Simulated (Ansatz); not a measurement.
CO2:

```
O C
1.0
    -1.97473    1.97473    3.01406
     1.97473   -1.97473    3.01406
     1.97473    1.97473   -3.01406
O C
4 2
Direct
  0.87500 0.95980 0.58480
  0.37500 0.29020 0.41520
  0.04020 0.62500 0.91520
  0.70980 0.12500 0.08480
  0.00000 0.00000 0.00000
  0.75000 0.25000 0.50000
```

The cell comes from a database or a generator and needn't be the stable form of this composition.

Base run:

| Quantity | Value |
| --- | --- |
| Program | Ansatz 0.2.0 |
| Functional | PBEsol |
| Potentials or basis | Ansatz PAW |
| Cutoff | 420 eV (not typed: the program's choice for these potentials) |
| k mesh | 9 × 9 × 9 |
| Occupations | fermi-dirac, width 0.05 eV |
| Spin | no spin polarisation |

Its results: band gap on the k mesh 7.59 eV, indirect (least direct gap 8.05 eV); pressure -6.6 GPa; largest force 0.214 eV/Å.

The run is repeated on the same cell with these changes: functional from PBEsol to r2SCAN; cutoff from 420 eV (not typed: the program's choice for these potentials) to 500 eV (not typed: the program's choice for these potentials). What comes out?

Band gap on the k mesh 8.52 eV, indirect (least direct gap 8.91 eV); pressure -7.9 GPa; largest force 0.272 eV/Å.

r2SCAN gives the wider gap, since meta-GGAs in the generalised Kohn-Sham scheme recover part of the derivative discontinuity.

Caveats: the PAW data sets come from PBE, with cores solved anew for the run's functional, which leaves a small shift of forces and pressure.
